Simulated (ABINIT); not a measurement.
The system is BeTe.

```
Te Be
1.0
     0.00000    2.77000    2.77000
     2.77000    0.00000    2.77000
     2.77000    2.77000    0.00000
Te Be
1 1
Cartesian
  4.1550 4.1550 4.1550
  0.0000 0.0000 0.0000
```

Base run:

| Quantity | Value |
| --- | --- |
| Program | ABINIT 10.8.3 (patched build) |
| Functional | PBEsol |
| Potentials or basis | PseudoDojo NC SR PBEsol v0.4.1 standard |
| Cutoff | 1197 eV |
| k mesh | 8 × 8 × 8 |
| Occupations | fermi-dirac, width 0.05 eV |
| Spin | no spin polarisation |

Its results: band gap on the k mesh 1.75 eV, indirect (least direct gap 3.60 eV); pressure 2.4 GPa.

The run is repeated on the same cell with these changes: functional from PBEsol to PBE; potentials or basis from PseudoDojo NC SR PBEsol v0.4.1 standard to SG15 NC PBE v1.2. What comes out?

Band gap on the k mesh 1.87 eV, indirect (least direct gap 3.61 eV); pressure 4.4 GPa.

Caveats: spin-orbit coupling is left out, which moves the levels of the heavy elements.
